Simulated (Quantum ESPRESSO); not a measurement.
PtS2:

```
Pt S
1.0
     3.54320    0.00000    0.00000
    -1.77160    3.06850    0.00000
     0.00000    0.00000    5.03880
Pt S
1 2
Direct
  0.99943 0.99349 0.01005
  0.66718 0.33107 0.77169
  0.33506 0.67148 0.23435
```

The cell isn't the ideal one: atoms moved at random, drawn with an rms of 0.05 Å.

Below is the output of Quantum ESPRESSO 7.5 for this cell. Logs are shortened: lines on timing, memory, paths and dates and some standing lists are left out, and cuts for length are marked.

```text
This program is part of the open-source Quantum ESPRESSO suite
     for quantum simulation of materials; please cite
[... 6 lines left out ...]
     --------------------
     sticks:   dense  smooth     PW     G-vecs:    dense   smooth      PW
     Sum        1369     673    199                57675    20505    3307

     Using Slab Decomposition

     bravais-lattice index     =            0
     lattice parameter (alat)  =       6.6957  a.u.
     unit-cell volume          =     369.6968 (a.u.)^3
     number of atoms/cell      =            3
     number of atomic types    =            2
     number of electrons       =        28.00
     number of Kohn-Sham states=           21
     kinetic-energy cutoff     =      55.0000  Ry
     charge density cutoff     =     440.0000  Ry
     scf convergence threshold =      6.0E-10
     mixing beta               =       0.5000
     number of iterations used =            8  plain     mixing
     Exchange-correlation=  SLA  PW   PBX  PBC
                           (   1   4   3   4   0   0   0)

     celldm(1)=   6.695678  celldm(2)=   0.000000  celldm(3)=   0.000000
     celldm(4)=   0.000000  celldm(5)=   0.000000  celldm(6)=   0.000000

     crystal axes: (cart. coord. in units of alat)
               a(1) = (   1.000000   0.000000   0.000000 )
               a(2) = (  -0.500000   0.866025   0.000000 )
               a(3) = (   0.000000   0.000000   1.422104 )

     reciprocal axes: (cart. coord. in units 2 pi/alat)
               b(1) = (  1.000000  0.577350 -0.000000 )
               b(2) = (  0.000000  1.154701  0.000000 )
               b(3) = (  0.000000 -0.000000  0.703183 )

     PseudoPot. # 1 for Pt read from file:
     pt_pbe_v1.4.uspp.F.UPF
     Pseudo is Ultrasoft + core correction, Zval = 16.0
     Generated by new atomic code, or converted to UPF format
     Using radial grid of  985 points,  6 beta functions with:
                l(1) =   0
                l(2) =   0
                l(3) =   1
                l(4) =   1
                l(5) =   2
                l(6) =   2
     Q(r) pseudized with  8 coefficients,  rinner =    1.300   1.300   1.300
                                                       1.300   1.300

     PseudoPot. # 2 for S  read from file:
     s_pbe_v1.4.uspp.F.UPF
     Pseudo is Ultrasoft + core correction, Zval =  6.0
     Generated by new atomic code, or converted to UPF format
     Using radial grid of  907 points,  6 beta functions with:
                l(1) =   0
                l(2) =   0
                l(3) =   1
                l(4) =   1
                l(5) =   2
                l(6) =   2
     Q(r) pseudized with  8 coefficients,  rinner =    1.300   1.300   1.300
                                                       1.300   1.300

     atomic species   valence    mass     pseudopotential
     Pt               16.00   195.08400     Pt( 1.00)
     S                 6.00    32.06000     S ( 1.00)

     No symmetry found

   Cartesian axes

     site n.     atom                  positions (alat units)
         1        Pt     tau(   1) = (   0.0026810  -0.0056378   0.0142907  )
         2        S      tau(   2) = (   0.5016460   0.2867185   1.0974194  )
         3        S      tau(   3) = (  -0.0006770   0.5815205   0.3332758  )

     number of k points=   203  Fermi-Dirac smearing, width (Ry)=  0.0037

     Number of k-points >= 100: set verbosity='high' to print them.

     Dense  grid:    57675 G-vectors     FFT dimensions: (  45,  45,  64)

     Smooth grid:    20505 G-vectors     FFT dimensions: (  32,  32,  45)

     Initial potential from superposition of free atoms

     starting charge      27.4999, renormalised to      28.0000

     negative rho (up, down):  1.862E-01 0.000E+00
     Starting wfcs are   20 randomized atomic wfcs +    1 random wfcs

     Self-consistent Calculation

     iteration #  1     ecut=    55.00 Ry     beta= 0.50
     Davidson diagonalization with overlap
     ethr =  1.00E-02,  avg # of iterations =  5.5

     negative rho (up, down):  1.720E-01 0.000E+00

     total energy              =    -257.89995176 Ry
     estimated scf accuracy    <       2.27023041 Ry

     iteration #  2     ecut=    55.00 Ry     beta= 0.50
     Davidson diagonalization with overlap
     ethr =  8.11E-03,  avg # of iterations =  2.0

     negative rho (up, down):  1.763E-01 0.000E+00

     total energy              =    -258.57718165 Ry
     estimated scf accuracy    <       2.63586654 Ry
[... 55 lines left out ...]
     iteration #  9     ecut=    55.00 Ry     beta= 0.50
     Davidson diagonalization with overlap
     ethr =  2.99E-10,  avg # of iterations =  3.3

     negative rho (up, down):  1.741E-01 0.000E+00

     total energy              =    -258.96150235 Ry
     estimated scf accuracy    <          8.2E-09 Ry

     iteration # 10     ecut=    55.00 Ry     beta= 0.50
     Davidson diagonalization with overlap
     ethr =  2.92E-11,  avg # of iterations =  3.0

     negative rho (up, down):  1.741E-01 0.000E+00

     End of self-consistent calculation

     Number of k-points >= 100: set verbosity='high' to print the bands.

     the Fermi energy is    11.2071 ev

!    total energy              =    -258.96150235 Ry
     estimated scf accuracy    <          3.9E-10 Ry
     smearing contrib. (-TS)   =      -0.00000054 Ry
     internal energy E=F+TS    =    -258.96150181 Ry

     The total energy is F=E-TS. E is the sum of the following terms:
     one-electron contribution =     -96.66473175 Ry
     hartree contribution      =      63.33650894 Ry
     xc contribution           =     -73.85868035 Ry
     ewald contribution        =    -151.77459865 Ry

     convergence has been achieved in  10 iterations

     negative rho (up, down):  1.741E-01 0.000E+00

     Forces acting on atoms (cartesian axes, Ry/au):

     atom    1 type  1   force =    -0.00648799    0.01846803   -0.02863277
     atom    2 type  2   force =     0.00079373   -0.00344550   -0.02248917
     atom    3 type  2   force =     0.00569426   -0.01502253    0.05112194

     Total force =     0.067770     Total SCF correction =     0.000044

     Computing stress (Cartesian axis) and pressure

     negative rho (up, down):  1.741E-01 0.000E+00
          total   stress  (Ry/bohr**3)                   (kbar)     P=       95.75
   0.00072881  -0.00001629   0.00002637          107.21       -2.40        3.88
  -0.00001629   0.00065004  -0.00006108           -2.40       95.62       -8.98
   0.00002637  -0.00006108   0.00057393            3.88       -8.98       84.43

=------------------------------------------------------------------------------=
   JOB DONE.
=------------------------------------------------------------------------------=
```

Write the input and the command behind it.

Single point with PBE, no spin polarisation. The files as run (others can give the same):

pw.in
```
&CONTROL
  calculation = 'scf'
  prefix = 'pwscf'
  outdir = './tmp'
  pseudo_dir = './pseudo'
  tprnfor = .true.
  tstress = .true.
  disk_io = 'nowf'
/
&SYSTEM
  ibrav = 0
  nat = 3
  ntyp = 2
  ecutwfc = 55
  ecutrho = 440
  nbnd = 21
  occupations = 'smearing'
  smearing = 'fd'
  degauss = 0.00367493
/
&ELECTRONS
  conv_thr = 6d-10
  electron_maxstep = 120
  mixing_beta = 0.5
/
ATOMIC_SPECIES
Pt   195.0840 pt_pbe_v1.4.uspp.F.UPF
S     32.0600 s_pbe_v1.4.uspp.F.UPF
CELL_PARAMETERS angstrom
   3.5432000000    0.0000000000    0.0000000000
  -1.7716000000    3.0685012107    0.0000000000
   0.0000000000    0.0000000000    5.0388000000
ATOMIC_POSITIONS crystal
Pt    -0.0005740000   -0.0065100000    0.0100490000
S      0.6671830000    0.3310740000    0.7716870000
S      0.3350640000    0.6714820000    0.2343540000
K_POINTS automatic
9 9 5 0 0 0
```

Potentials or basis: SSSP 1.3 efficiency PBE.
Command:
```sh
$ OMP_NUM_THREADS=1 pw.x -in pw.in > pw.out
```
